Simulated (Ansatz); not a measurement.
LaAlO3 (R-3c, No. 167), treated with PBE-D3(BJ) (Ansatz, a first-principles code, PAW).

Settings: plane-wave cutoff 520 eV, 8×8×8 k mesh, Fermi–Dirac smearing 0.01 eV, scalar-relativistic PAW data made under PBE.

Computed at the level's own relaxed cell.

Question: Estimate the equilibrium lattice constant a and c axis length that the calculation returns.

Answer: 
* **equilibrium lattice constant a**: 5.372 Å
* **c axis length**: 13.098 Å

Spin–orbit coupling is not included.

Computed values are for the static lattice.

The result took about 2.2 core-minutes (a rough figure).
